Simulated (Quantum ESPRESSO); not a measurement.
Runs of Quantum ESPRESSO 7.5 on FeO (Wuestite). Symmetry: Fm-3m, No. 225, cubic system. Conventional cell: a = 4.311 Å, b = 4.311 Å, c = 4.311 Å, α = 90.00°, β = 90.00°, γ = 90.00°. Fe (site symmetry m-3m) has 6 O at 2.16 Å as nearest neighbours. O (site symmetry m-3m) has 6 Fe at 2.16 Å as nearest neighbours. 

```tsv
level	ASE optimiser	rVV10 parameter b	dispersion computed by	gap on the mesh (eV)	pressure (GPa)	moment (μB)	relaxed volume (Å³/atom)
PBEsol	FIRE	-	-	none	-0.2	4.00	(b)
PBEsol+D3	FIRE	-	-	none	-0.3	4.00	9.51
PBEsol+rVV10	BFGS	6.3	-	none	-0.1	4.00	(a)
PBEsol+D4	FIRE	-	dftd4 4.3.1 through ASE	none	-0.3	4.00	9.50
PBEsol+D3(BJ)	LBFGS	-	-	none	0.0	4.00	9.47
```

Alike in all rows: task relaxation of cell and atoms; potentials or basis GBRV 1.5 PBEsol; spin collinear, ferromagnetic start; cell relaxed; k mesh 11 × 11 × 11; cutoff (eV) 762; smearing fermi-dirac 0.05 eV.

**Question.** Fill in the values left out.

**Answer.** (a) 9.37; (b) 9.59.

Caveats: a cell with one magnetic atom can't hold antiferromagnetic order, which such compounds often take; semilocal functionals often make such compounds metallic where correlation or magnetic order opens a gap, which also shifts bond lengths; pairwise dispersion overbinds metals, which lowers pressure and volume (some runs); rVV10's parameter b was fitted to another functional (some runs).

A gap of «none» marks a metal or a gap under the smearing width.
